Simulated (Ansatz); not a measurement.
Take a crystal in which Sn has been replaced by Pb on all its sites, with the cell rescaled by a rough guess (in some cases also distorted within its space group) and nothing relaxed:

```
CELL_PARAMETERS angstrom
0.00000 2.88759 2.88759
2.88759 0.00000 2.88759
2.88759 2.88759 0.00000
ATOMIC_POSITIONS crystal
Pb 0.50000 0.50000 0.50000
S 0.00000 0.00000 0.00000
```

Method: Ansatz 0.2.0, DFT PBEsol, scalar-relativistic, plane waves, PAW.

Plane waves to 420 eV, a k mesh through Γ of 10×10×10 on the computed 2-atom cell and Gaussian smearing (0.01 eV); no spin polarisation.

Question: What pressure does the cell carry?

Answer: The pressure is 4.4 GPa (positive in compression), so the cell would expand.

Question: Is it a metal on this mesh?

Answer: No: the gap is 0.08 eV, the least direct gap 0.08 eV.

Question: What is its energy against the elements in their standard states?

Answer: -0.524 eV/atom at this unrelaxed geometry, with the elements in the same functional.

Spin-orbit coupling is left out, which matters for the bands of heavy elements.